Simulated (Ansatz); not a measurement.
Runs of Ansatz 0.2.0 on Gd. The structure is hexagonal, space group P6_3/mmc (No. 194). Conventional cell: a = 3.636 Å, b = 3.636 Å, c = 5.783 Å, α = 90.00°, β = 90.00°, γ = 120.00°. Gd (site symmetry -6m2) has 12 Gd at 3.57 to 3.64 Å as nearest neighbours. 

| task | level | spin | k mesh | cutoff (eV) | q mesh | points for each segment of the path | gap on the mesh (eV) | moment (μB) | V0 of scaled cells (Å³/atom) | B0 (GPa) |
| --- | --- | --- | --- | --- | --- | --- | --- | --- | --- | --- |
| equation of state | r2SCAN | collinear, ferromagnetic start | 8 × 8 × 5 | 500 | - | - | - | - | 33.84 | 39 |
| phonons | PBEsol | collinear, ferromagnetic start | 8 × 8 × 4 | 420 | 2 × 2 × 2 | 8 | none | (a) | - | - |
| equation of state | PBE | collinear, ferromagnetic start | 8 × 8 × 5 | 420 | - | - | - | - | 33.66 | 34 |
| band structure | PBEsol | non-collinear, ferromagnetic start, SOC | 8 × 8 × 5 | 420 | - | 14 | none | (b) | - | - |

Alike in all rows: potentials or basis Ansatz PAW; cell as given; smearing fermi-dirac 0.05 eV.

Estimate the missing entries.

(a) 15.29; (b) 15.10.

Caveats: spin-orbit coupling is left out, which moves the levels of the heavy elements (some runs); the cell was scaled at fixed shape and fractional positions, which overstates the stiffness of a crystal with free parameters, most of all of layers and chains (some runs); the PAW data sets come from PBE, with cores solved anew for the run's functional, which leaves a small shift of forces and pressure (some runs); the magnetic or orbital state may not be the lowest (some runs); the PAW data sets were made with another functional, which shifts forces and pressure a little (some runs); some levels weren't fully converged (some runs); the thresholds are loose for stress (some runs).

A k mesh can miss the band edges, and rows without SOC leave out spin-orbit coupling on Gd.

A gap of «none» marks a metal or a gap under the smearing width.
